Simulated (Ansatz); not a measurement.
# NbH (I4/mmm) in Ansatz: further runs

One crystal, NbH, is run at these levels: PBEsol; tasks: relaxation of cell and atoms.

All numbers are computed with Ansatz 0.2.0; they aren't measurements. Logs are shortened: lines on timing, memory, paths and dates and some standing lists are left out, and cuts for length are marked.

### 1 Starting point

Symmetry: I4/mmm, No. 139, tetragonal system. The conventional cell has a = 3.214 Å, b = 3.214 Å, c = 3.969 Å, α = 90.00°, β = 90.00°, γ = 90.00°. Around Nb (site symmetry 4/mmm) lie 6 H at 1.98 to 2.27 Å. H (site symmetry 4/mmm) is surrounded by 6 Nb at 1.98 to 2.27 Å.

The cell comes from a database or a generator and needn't be the stable form of this composition.

### 2 Relaxation of cell and atoms, PBEsol, target pressure 20 GPa, at which the enthalpy is minimised

input.yaml

```yaml
crystal:
  lattice:
    - [-1.606964, 1.606964, 1.984301]
    - [1.606964, -1.606964, 1.984301]
    - [1.606964, 1.606964, -1.984301]
  atoms:
    - { symbol: Nb, position: [0.0, 0.0, 0.0] }
    - { symbol: H, position: [0.5, 0.5, 0.0] }
kpoints:
  mp_grid: { grid: [12, 12, 12] }
scf:
  occupations: { method: fermi_dirac, width: 0.05 }
hamiltonian:
  xc: pbesol
  pseudopotentials: { kind: all_electron, lapw: { basis_error: 0.001 } }
output:
  forces: true
  stress: true
relax:
  f_tol: 0.02
  max_steps: 60
  cell: { p_target: 20.0 }
```

Potentials or basis: all-electron LAPW, scalar-relativistic.

On the command line:

```sh
$ ansatz run input.yaml --threads 1 --pin off --max-ram 3072MiB --backend cpu --events-out ev --progress --plain --runs-dir out
```

The log of the run:

```text
Warning: RAYON_NUM_THREADS=1 ignored (pool sized by the plan → 1); use --threads N
The last accepted step is kept in <dir> (removed where the run ends without a failure and the disk answers)
LAPW: plane waves up to 8.650 Å⁻¹, error target 1.0e-3 eV per atom; small_component_spin mean_spin; H in spheres of 0.664 Å, 1 of its electrons in bands, Dirac shells []; Nb in spheres of 1.260 Å, 31 of its electrons in bands, Dirac shells [] (how accurate: hamiltonian.pseudopotentials.lapw.basis_error, Limitations)
Engine: ansatz 0.2.0, aarch64-unknown-linux-gnu
Pseudopotentials: kind: all_electron
Pseudopotential: Nb, LAPW, valence charge 31, lapw/all_electron/scalar/gaussian/Nb, Koelling and Harmon's equation, gaussian nucleus
Pseudopotential: H, LAPW, valence charge 1, lapw/all_electron/scalar/gaussian/H, Koelling and Harmon's equation, gaussian nucleus
Functional definition: PBEsol
  exchange = pbesol_x
  correlation = pbesol_c
Crystal: 2 atoms, lattice volume = 20.497 Å³
Basis set: ecut = 285.0419496425313 eV, 225 PW (Γ), exchange–correlation at level 2
Bands: 20, of which v1, the nominal top of the filled ones, is band 16 counted from 1 (15 counted from 0)
Symmetry: 16 space group operations
Space group: I4/mmm (ITA 139), of the structure as read, at distance tolerance 2.7e-5 Å
k-points: 163 of 1728
Non-local potential: Nb, projectors of the file, none
Non-local potential: H, projectors of the file, none
Initial density: superposition of atomic densities (chi_scale 0.1, normalization cell, long waves kept (reshape's long-wave potential 0.00 eV rms))
Initial wavefunctions: plane waves of lowest kinetic energy (no species holds an atomic orbital)
Functional: x = pbesol(κ = 0.804, μ = 0.12345679012345678), c = pbesol(β = 0.046)
iter 1 solved again at ethr=4.27e-3 eV; its pass at ethr=1.00e-1 eV (dr2=1.37e0 eV) is discarded
SCF iter   1: F=—  HF=-103905.850859 eV  |F-HF|=—  |Δ(HF+E_count)|=         —  Δρ=7.95e-2  dr2=1.37e0  ethr=4.27e-3  ⟨swp⟩=2.0  Hψ=21064  notcnv=0
preconditioner: auto → Kerker (q_TF=auto, 2.939 Å⁻¹)  [metal: Δε(μ)=0.027 eV  Ē_g=7.985 eV  σ=0.050 eV  W_gap=0.13  n_scr=12 (ndim 8)  ℏωp=20.1 eV  f_vac=0.000  D(μ)=0.86/eV (n_scr^D=8)]
SCF iter   2: F=—  HF=-103905.047472 eV  |F-HF|=—  |Δ(HF+E_count)|=   8.03e-1  Δρ=3.98e-2  dr2=3.72e-1  ethr=4.27e-3  ⟨swp⟩=2.5  Hψ=8969  notcnv=0
SCF iter   3: F=—  HF=-103904.939802 eV  |F-HF|=—  |Δ(HF+E_count)|=   1.08e-1  Δρ=1.91e-2  dr2=9.48e-2  ethr=1.16e-3  ⟨swp⟩=2.1  Hψ=9879  notcnv=0
iter 4 solved again at ethr=1.71e-5 eV; its pass at ethr=2.96e-4 eV (dr2=5.46e-3 eV) is discarded
SCF iter   4: F=—  HF=-103904.930485 eV  |F-HF|=—  |Δ(HF+E_count)|=         —  Δρ=4.67e-3  dr2=5.46e-3  ethr=1.71e-5  ⟨swp⟩=2.0  Hψ=16542  notcnv=0
the basis was enlarged: its passes take 195.3 KiB over the memory plan, 1 of 1 planned eigensolver slots
SCF iter   5: F=—  HF=-103904.929854 eV  |F-HF|=—  |Δ(HF+E_count)|=   6.31e-4  Δρ=1.38e-3  dr2=3.02e-4  ethr=1.71e-5  ⟨swp⟩=2.0  Hψ=9498  notcnv=0
SCF iter   6: F=—  HF=-103904.929853 eV  |F-HF|=—  |Δ(HF+E_count)|=   1.15e-6  Δρ=4.11e-4  dr2=2.73e-5  ethr=9.44e-7  ⟨swp⟩=2.0  Hψ=9498  notcnv=0
SCF iter   7: F=—  HF=-103904.929851 eV  |F-HF|=—  |Δ(HF+E_count)|=   1.92e-6  Δρ=4.19e-5  dr2=2.72e-7  ethr=8.53e-8  ⟨swp⟩=2.0  Hψ=9498  notcnv=0
SCF iter   8: F=-103904.929851 eV  HF=-103904.929851 eV  |F-HF|=5.40e-9  |Δ(HF+E_count)|=   4.54e-8  Δρ=1.03e-5  dr2=1.74e-8  ethr=8.51e-10  ⟨swp⟩=3.0  Hψ=9662  notcnv=0
SCF 1 converged in 8 iterations: F = -103904.929851 eV  dr2 = 1.74e-8
relax step   1: F+E_penalty+E_count = -103904.92985085 eV  Δ(F+E_penalty+E_count) = +0.000e0 eV  max|allowed force component| = 1.183e-30 eV/Å  Δτ_max = 0.0000 Å  P = -7.333 GPa  Ω = 20.497 Å³  (8 SCF iters, accepted)
Crystal: 2 atoms, lattice volume = 17.764 Å³
Basis set: ecut = 313.56655319877 eV, 225 PW (Γ), exchange–correlation at level 2
Initial density: handed on by an earlier stage of this run
Initial wavefunctions: those handed on with the density
iter 1 solved again at ethr=1.85e-5 eV; its pass at ethr=1.00e-1 eV (dr2=5.91e-3 eV) is discarded
SCF iter   1: F=—  HF=-103904.814544 eV  |F-HF|=—  |Δ(HF+E_count)|=         —  Δρ=7.06e-3  dr2=5.99e-3  ethr=1.85e-5  ⟨swp⟩=3.6  Hψ=16851  notcnv=0
preconditioner: auto → Kerker (q_TF=auto, 3.009 Å⁻¹)  [metal: Δε(μ)=0.006 eV  Ē_g=8.351 eV  σ=0.050 eV  W_gap=0.03  n_scr=12 (ndim 8)  ℏωp=21.6 eV  f_vac=0.000  D(μ)=1.44/eV (n_scr^D=14)]
SCF iter   2: F=—  HF=-103904.805765 eV  |F-HF|=—  |Δ(HF+E_count)|=   8.78e-3  Δρ=3.58e-3  dr2=1.59e-3  ethr=1.85e-5  ⟨swp⟩=2.1  Hψ=9534  notcnv=0
SCF iter   3: F=—  HF=-103904.804879 eV  |F-HF|=—  |Δ(HF+E_count)|=   8.86e-4  Δρ=1.73e-3  dr2=4.08e-4  ethr=4.96e-6  ⟨swp⟩=2.0  Hψ=9494  notcnv=0
iter 4 solved again at ethr=1.20e-7 eV; its pass at ethr=1.27e-6 eV (dr2=3.85e-5 eV) is discarded
SCF iter   4: F=—  HF=-103904.804757 eV  |F-HF|=—  |Δ(HF+E_count)|=   1.22e-4  Δρ=4.95e-4  dr2=3.86e-5  ethr=1.20e-7  ⟨swp⟩=2.0  Hψ=16217  notcnv=0
SCF iter   5: F=—  HF=-103904.804757 eV  |F-HF|=—  |Δ(HF+E_count)|=   7.07e-8  Δρ=1.41e-4  dr2=3.76e-6  ethr=1.20e-7  ⟨swp⟩=2.8  Hψ=9623  notcnv=0
SCF iter   6: F=—  HF=-103904.804756 eV  |F-HF|=—  |Δ(HF+E_count)|=   7.65e-7  Δρ=4.17e-5  dr2=3.24e-7  ethr=1.17e-8  ⟨swp⟩=2.0  Hψ=9493  notcnv=0
SCF iter   7: F=-103904.804756 eV  HF=-103904.804756 eV  |F-HF|=1.64e-9  |Δ(HF+E_count)|=   1.95e-8  Δρ=4.66e-6  dr2=2.11e-9  ethr=1.01e-9  ⟨swp⟩=2.0  Hψ=9493  notcnv=0
SCF 2 converged in 7 iterations: F = -103904.804756 eV  dr2 = 2.11e-9
relax step   2: F+E_penalty+E_count = -103904.80475600 eV  Δ(F+E_penalty+E_count) = +1.251e-1 eV  max|allowed force component| = 3.451e-30 eV/Å  Δτ_max = 0.0000 Å  P = +25.663 GPa  Ω = 17.764 Å³  (7 SCF iters, accepted)
[... 42 lines left out ...]
iter 3 solved again at ethr=3.49e-7 eV; its pass at ethr=4.18e-6 eV (dr2=1.12e-4 eV) is discarded
SCF iter   3: F=—  HF=-103904.782300 eV  |F-HF|=—  |Δ(HF+E_count)|=   1.95e-4  Δρ=1.07e-3  dr2=1.12e-4  ethr=3.49e-7  ⟨swp⟩=2.0  Hψ=16030  notcnv=0
SCF iter   4: F=—  HF=-103904.782294 eV  |F-HF|=—  |Δ(HF+E_count)|=   5.81e-6  Δρ=3.34e-4  dr2=1.13e-5  ethr=3.49e-7  ⟨swp⟩=2.0  Hψ=9482  notcnv=0
SCF iter   5: F=—  HF=-103904.782297 eV  |F-HF|=—  |Δ(HF+E_count)|=   2.79e-6  Δρ=4.93e-5  dr2=3.43e-7  ethr=3.52e-8  ⟨swp⟩=2.0  Hψ=9482  notcnv=0
SCF iter   6: F=-103904.782297 eV  HF=-103904.782297 eV  |F-HF|=2.63e-9  |Δ(HF+E_count)|=   2.22e-7  Δρ=2.09e-5  dr2=5.58e-8  ethr=1.07e-9  ⟨swp⟩=2.0  Hψ=9482  notcnv=0
SCF 6 converged in 6 iterations: F = -103904.782297 eV  dr2 = 5.58e-8
relax step   6: F+E_penalty+E_count = -103904.78229694 eV  Δ(F+E_penalty+E_count) = +6.715e-2 eV  max|allowed force component| = 1.183e-30 eV/Å  Δτ_max = 0.0000 Å  P = +27.119 GPa  Ω = 17.619 Å³  (6 SCF iters, rejected (line search))
Crystal: 2 atoms, lattice volume = 18.027 Å³
Basis set: ecut = 310.51002733728563 eV, 225 PW (Γ), exchange–correlation at level 2
iter 1 solved again at ethr=8.58e-6 eV; its pass at ethr=1.00e-1 eV (dr2=2.75e-3 eV) is discarded
SCF iter   1: F=—  HF=-103904.846808 eV  |F-HF|=—  |Δ(HF+E_count)|=         —  Δρ=5.55e-3  dr2=2.56e-3  ethr=8.58e-6  ⟨swp⟩=3.9  Hψ=18641  notcnv=0
preconditioner: auto → Kerker (q_TF=auto, 3.002 Å⁻¹)  [metal: Δε(μ)=0.017 eV  Ē_g=8.264 eV  σ=0.050 eV  W_gap=0.08  n_scr=12 (ndim 8)  ℏωp=21.4 eV  f_vac=0.000  D(μ)=1.23/eV (n_scr^D=14)]
SCF iter   2: F=—  HF=-103904.846148 eV  |F-HF|=—  |Δ(HF+E_count)|=   6.61e-4  Δρ=3.42e-3  dr2=1.00e-3  ethr=8.00e-6  ⟨swp⟩=2.0  Hψ=9494  notcnv=0
iter 3 solved again at ethr=2.50e-7 eV; its pass at ethr=3.14e-6 eV (dr2=8.02e-5 eV) is discarded
SCF iter   3: F=—  HF=-103904.845982 eV  |F-HF|=—  |Δ(HF+E_count)|=   1.66e-4  Δρ=8.67e-4  dr2=8.02e-5  ethr=2.50e-7  ⟨swp⟩=2.0  Hψ=16058  notcnv=0
SCF iter   4: F=—  HF=-103904.845973 eV  |F-HF|=—  |Δ(HF+E_count)|=   8.16e-6  Δρ=2.98e-4  dr2=1.03e-5  ethr=2.50e-7  ⟨swp⟩=2.0  Hψ=9496  notcnv=0
SCF iter   5: F=—  HF=-103904.845975 eV  |F-HF|=—  |Δ(HF+E_count)|=   1.13e-6  Δρ=4.04e-5  dr2=1.92e-7  ethr=3.22e-8  ⟨swp⟩=2.0  Hψ=9496  notcnv=0
SCF iter   6: F=-103904.845974 eV  HF=-103904.845974 eV  |F-HF|=2.33e-9  |Δ(HF+E_count)|=   1.28e-7  Δρ=1.62e-5  dr2=2.48e-8  ethr=6.01e-10  ⟨swp⟩=2.0  Hψ=9498  notcnv=0
SCF 7 converged in 6 iterations: F = -103904.845974 eV  dr2 = 2.48e-8
relax step   7: F+E_penalty+E_count = -103904.84597448 eV  Δ(F+E_penalty+E_count) = +3.469e-3 eV  max|allowed force component| = 1.183e-30 eV/Å  Δτ_max = 0.0000 Å  P = +20.650 GPa  Ω = 18.027 Å³  (6 SCF iters, accepted)
Crystal: 2 atoms, lattice volume = 17.985 Å³
Basis set: ecut = 310.9912955609179 eV, 225 PW (Γ), exchange–correlation at level 2
iter 1 solved again at ethr=4.00e-7 eV; its pass at ethr=1.00e-1 eV (dr2=1.28e-4 eV) is discarded
SCF iter   1: F=—  HF=-103904.842039 eV  |F-HF|=—  |Δ(HF+E_count)|=         —  Δρ=1.13e-3  dr2=1.28e-4  ethr=4.00e-7  ⟨swp⟩=4.0  Hψ=18917  notcnv=0
[... 26 lines left out ...]
iter 3 solved again at ethr=2.56e-9 eV; its pass at ethr=3.78e-8 eV (dr2=8.18e-7 eV) is discarded
SCF iter   3: F=—  HF=-103904.850907 eV  |F-HF|=—  |Δ(HF+E_count)|=   2.15e-6  Δρ=8.26e-5  dr2=8.18e-7  ethr=2.56e-9  ⟨swp⟩=2.0  Hψ=16054  notcnv=0
SCF iter   4: F=-103904.850907 eV  HF=-103904.850907 eV  |F-HF|=2.66e-8  |Δ(HF+E_count)|=   8.08e-8  Δρ=2.80e-5  dr2=9.89e-8  ethr=2.56e-9  ⟨swp⟩=2.2  Hψ=9530  notcnv=0
SCF 10 converged in 4 iterations: F = -103904.850907 eV  dr2 = 9.89e-8
relax step  10: F+E_penalty+E_count = -103904.85090693 eV  Δ(F+E_penalty+E_count) = -3.164e-3 eV  max|allowed force component| = 1.183e-30 eV/Å  Δτ_max = 0.0000 Å  P = +19.817 GPa  Ω = 18.054 Å³  (4 SCF iters, accepted)
Crystal: 2 atoms, lattice volume = 18.041 Å³
Basis set: ecut = 310.3565980924179 eV, 225 PW (Γ), exchange–correlation at level 2
iter 1 solved again at ethr=2.15e-8 eV; its pass at ethr=1.00e-1 eV (dr2=6.87e-6 eV) is discarded
SCF iter   1: F=—  HF=-103904.849200 eV  |F-HF|=—  |Δ(HF+E_count)|=         —  Δρ=8.51e-5  dr2=5.99e-7  ethr=2.15e-8  ⟨swp⟩=4.7  Hψ=17588  notcnv=0
preconditioner: auto → Kerker (q_TF=auto, 3.002 Å⁻¹)  [metal: Δε(μ)=0.007 eV  Ē_g=8.225 eV  σ=0.050 eV  W_gap=0.04  n_scr=12 (ndim 8)  ℏωp=21.4 eV  f_vac=0.000  D(μ)=0.98/eV (n_scr^D=12)]
SCF iter   2: F=—  HF=-103904.849200 eV  |F-HF|=—  |Δ(HF+E_count)|=   5.34e-7  Δρ=4.70e-5  dr2=1.57e-7  ethr=1.87e-9  ⟨swp⟩=2.0  Hψ=9495  notcnv=0
SCF iter   3: F=-103904.849200 eV  HF=-103904.849200 eV  |F-HF|=1.00e-9  |Δ(HF+E_count)|=   1.99e-8  Δρ=1.86e-5  dr2=2.84e-8  ethr=4.92e-10  ⟨swp⟩=2.0  Hψ=9493  notcnv=0
SCF 11 converged in 3 iterations: F = -103904.849200 eV  dr2 = 2.84e-8
relax step  11: F+E_penalty+E_count = -103904.84919973 eV  Δ(F+E_penalty+E_count) = +1.707e-3 eV  max|allowed force component| = 1.183e-30 eV/Å  Δτ_max = 0.0000 Å  P = +20.021 GPa  Ω = 18.041 Å³  (3 SCF iters, accepted)
iter 1 solved again at ethr=1.00e-10 eV; its pass at ethr=1.00e-1 eV (dr2=3.21e-8 eV) is discarded
SCF iter   1: F=—  HF=-103904.849238 eV  |F-HF|=—  |Δ(HF+E_count)|=         —  Δρ=3.37e-5  dr2=3.65e-8  ethr=1.00e-10  ⟨swp⟩=5.3  Hψ=25090  notcnv=0  reapply=89
preconditioner: auto → Kerker (q_TF=auto, 3.002 Å⁻¹)  [metal: Δε(μ)=0.008 eV  Ē_g=8.226 eV  σ=0.050 eV  W_gap=0.04  n_scr=12 (ndim 8)  ℏωp=21.4 eV  f_vac=0.000  D(μ)=0.98/eV (n_scr^D=12)]
SCF iter   2: F=-103904.849238 eV  HF=-103904.849238 eV  |F-HF|=8.96e-8  |Δ(HF+E_count)|=   1.13e-7  Δρ=1.91e-5  dr2=1.38e-8  ethr=1.00e-10  ⟨swp⟩=2.0  Hψ=9493  notcnv=0
SCF 12 converged in 2 iterations: F = -103904.849238 eV  dr2 = 1.38e-8
relax step  12: F+E_penalty+E_count = -103904.84923849 eV  Δ(F+E_penalty+E_count) = -3.876e-5 eV  max|allowed force component| = 2.761e-30 eV/Å  Δτ_max = 0.0000 Å  P = +20.021 GPa  Ω = 18.041 Å³  stress off target by 3.58e-2 GPa  SCF on the basis re-selected at this cell (its energy is not comparable with the rows above)  (2 SCF iters)
basis re-selected at this cell: Δ(F+E_penalty+E_count) = -3.876e-5 eV, ΔP = -0.000 GPa vs the last step (what re-selecting the basis moved, after the strain that the cell walked since its last selection, with what the two solves' SCF thresholds leave and, on support functions, any second-order correction that the steps lacked; it is no measure of the basis error at this ecutwfc). This SCF's stress stands 3.58e-2 GPa from its target on what of the cell is left free (relax.cell.stress_tol is 5.00e-2 GPa) and its largest allowed force component is 2.76e-30 eV/Å (relax.f_tol is 2.00e-2 eV/Å): within both
SCF converged after 2 iterations
Free energy (F): -103904.849238 eV
Harris-Foulkes:  -103904.849238 eV  (|F-HF|=8.96e-8)
Internal energy: -103904.841205 eV  (E = F + TS)
E sigma→0 (E₀):  -103904.845222 eV
Entropy (-TS):   -0.008033 eV (-4.017 meV/atom)
Fermi energy:    21.411775 eV
--- Per-component energies (eV) ---
  E_band       = -4475.589283
  E_kinetic    = 107494.628212
  E_xc         = -3194.520428
  E_electrostatic = -208204.948989  (all electrons and nuclei)
  E_smearing   = -0.008033  (= −TS)
  E_closure    = 0.000000  (closes the sum)
  E_atoms      = -103890.246644  (free atoms, spherical and without spin; not in F)
  Σ components = -103904.849238   (vs F -103904.849238, Δ=0.00e0)
  Basis errors (estimates in eV, not in F): energy 4.4e-4 per atom: plane waves 4.1e-4 (2.5e-4 summed), levels above the bands 3.6e-59, relativity 1.4e-8, radial functions 2.7e-5, core shells 5.0e-12; eigenvalues (radial functions only) 5.0e-6; not estimated: angular momenta, meshes, grids; target (lapw.basis_error) 1.0e-3; muffin-tin radii H 0.637 Å, Nb 1.208 Å
--- Forces (eV/Å), atoms counted from 1 ---
  atom   1  Nb    -0.00000000     0.00000000     0.00000000
  atom   2  H     -0.00000000     0.00000000     0.00000000
  max |Σ_I F_I| component: 7.10e-30 eV/Å
--- Stress (GPa, compression-positive) ---
       20.013314       0.000000      -0.000000
        0.000000      20.013314       0.000000
       -0.000000       0.000000      20.035804
  P = ⅓ Tr σ = 20.0208 GPa (200.208 kbar)
--- Relaxed structure (11 steps of the walk, 10 accepted, 1 SCFs on fresh bases) ---
  F+E_penalty+E_count = -103904.84923849 eV   max|allowed force component| = 2.761e-30 eV/Å   (the final SCF, on the basis selected at the relaxed cell)
  cell:  # Å, volume = 18.0406 Å³
    - [-1.5101629017460565, 1.5101629017460565, 1.9776250176699708]
    - [1.5101629017460565, -1.5101629017460565, 1.9776250176699708]
    - [1.5101629017460565, 1.5101629017460565, -1.9776250176699708]
  atoms:
    - { symbol: Nb, position: [-1.9983302178943658e-35, 1.0659547772296367e-34, 1.2300905934064225e-34] }
    - { symbol: H, position: [0.4999999999999999, 0.4999999999999999, -1.056710633152762e-34] }
```

It took 1.8 min on 1 thread of Arm Neoverse V2, shared host; peak memory 0.4 GiB.

What came out:

| Quantity | Value |
| --- | --- |
| Free energy | -103904.8492 eV |
| Relaxed volume | 9.02 Å³/atom |
| Relaxed cell | a = 2.911 Å, b = 2.911 Å, c = 2.911 Å, α = 117.49°, β = 117.49°, γ = 94.40° |
| Space group after relaxing (to 0.05 Å) | I4/mmm (No. 139) |
| Energy change on relaxing (the enthalpy is what falls) | +40.3 meV/atom |
| Ionic steps | 11 |
| Pressure after relaxing | 20.0 GPa |

Step by step:
```
step  energy change (eV)  largest force (eV/Å)  volume (Å³)
   1              0.0000                0.0000        20.50
   2              0.1251                0.0000        17.76
   3              0.0677                0.0000        18.17
   4              0.0740                0.0000        18.12
   5              0.0804                0.0000        18.07
   6              0.0839                0.0000        18.03
   7              0.0879                0.0000        17.99
   8              0.0821                0.0000        18.03
   9              0.0789                0.0000        18.05
  10              0.0807                0.0000        18.04
  11              0.0806                0.0000        18.04
```

Final structure:
```
CELL_PARAMETERS angstrom
-1.51016 1.51016 1.97763
1.51016 -1.51016 1.97763
1.51016 1.51016 -1.97763
ATOMIC_POSITIONS crystal
Nb 0.00000 0.00000 0.00000
H 0.50000 0.50000 0.00000
```

### 3 Relaxation of cell and atoms, PBEsol, target pressure 30 GPa, at which the enthalpy is minimised

Edit input.yaml of step 2 so:

```diff
@@ -21,2 +21,2 @@
   max_steps: 60
-  cell: { p_target: 20.0 }
+  cell: { p_target: 30.0 }
```

Potentials or basis: all-electron LAPW, scalar-relativistic.

On the command line:

```sh
$ ansatz run input.yaml --threads 1 --pin off --max-ram 3072MiB --backend cpu --events-out ev --progress --plain --runs-dir out
```

Run time: 93 s. Hardware: 1 thread of Arm Neoverse V2, shared host; peak memory 0.4 GiB.

Results (log left out):

```
Free energy                                            : -103904.7570 eV
Relaxed volume                                         : 8.72 Å³/atom
Relaxed cell                                           : a = 2.879 Å, b = 2.879 Å, c = 2.879 Å, α = 117.52°, β = 117.52°, γ = 94.36°
Space group after relaxing (to 0.05 Å)                 : I4/mmm (No. 139)
Energy change on relaxing (the enthalpy is what falls) : +86.4 meV/atom
Ionic steps                                            : 9
Pressure after relaxing                                : 30.0 GPa
```

The path:
```
step  energy change (eV)  largest force (eV/Å)  volume (Å³)
   1              0.0000                0.0000        20.50
   2              0.1312                0.0000        17.73
   3              0.1778                0.0000        17.46
   4              0.1789                0.0000        17.45
   5              0.2024                0.0000        17.32
   6              0.1653                0.0000        17.49
   7              0.1727                0.0000        17.45
   8              0.1729                0.0000        17.45
   9              0.1729                0.0000        17.45
```

Final structure:
```xyz
2
Lattice="-1.4930 1.4930 1.9566 1.4930 -1.4930 1.9566 1.4930 1.4930 -1.9566" Properties=species:S:1:pos:R:3 pbc="T T T"
Nb    0.0000    0.0000    0.0000
H     0.0000    0.0000    1.9566
```
